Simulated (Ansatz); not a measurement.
A (001) slab of ZrSi$_{2}$ (Cmcm (No. 63)), 6 planes, outer planes ZrSi2 (top) and ZrSi2 (bottom), with 18 atoms (Zr6Si12) in a surface cell of A = 27.387 Å², as cut from the bulk:

```
CELL_PARAMETERS angstrom
3.70416 0.00000 0.00000
-1.85208 7.39367 0.00000
0.00000 0.00000 24.19910
ATOMIC_POSITIONS crystal
Zr 0.10534 0.21068 0.30993
Si 0.44691 0.89382 0.30993
Si 0.74971 0.49942 0.30993
Zr 0.89466 0.78932 0.38596
Si 0.55309 0.10618 0.38596
Si 0.25029 0.50058 0.38596
Zr 0.10534 0.21068 0.46199
Si 0.44691 0.89382 0.46199
Si 0.74971 0.49942 0.46199
Zr 0.89466 0.78932 0.53801
Si 0.55309 0.10618 0.53801
Si 0.25029 0.50058 0.53801
Zr 0.10534 0.21068 0.61404
Si 0.44691 0.89382 0.61404
Si 0.74971 0.49942 0.61404
Zr 0.89466 0.78932 0.69007
Si 0.55309 0.10618 0.69007
Si 0.25029 0.50058 0.69007
```

All numbers below come from DFT PBE, scalar-relativistic, plane waves, PAW in Ansatz 0.2.0. Cutoff 420 eV; k points 10×5×1 on the computed 18-atom cell (Γ-centred); Gaussian smearing, width 0.10 eV; no spin polarisation.

Against the same 18 atoms in the bulk, the slab as cut lies 5.671 eV higher and the relaxed slab 5.053 eV higher.

**Question.** Work out the surface energy before and after relaxation.

**Answer.** The slab has two faces, so γ = (E_slab − N·E_bulk)/(2A), the mean of both. As cut: 5.671/(2 × 27.387) = 0.1035 eV/Å², and 1 eV/Å² = 16.02 J/m², so γ = 1.66 J/m². Relaxed: 5.053/(2 × 27.387) = 0.0923 eV/Å² = 1.48 J/m². Relaxation recovers 11 % of the cost of cutting.

**Question.** What is the ideal work of this cut, per area?

**Answer.** Griffith's ideal work is 2γ: 3.32 J/m² if the new faces stay rigid, 2.96 J/m² if they relax. One thickness was run, 6 planes, so γ can still shift with it.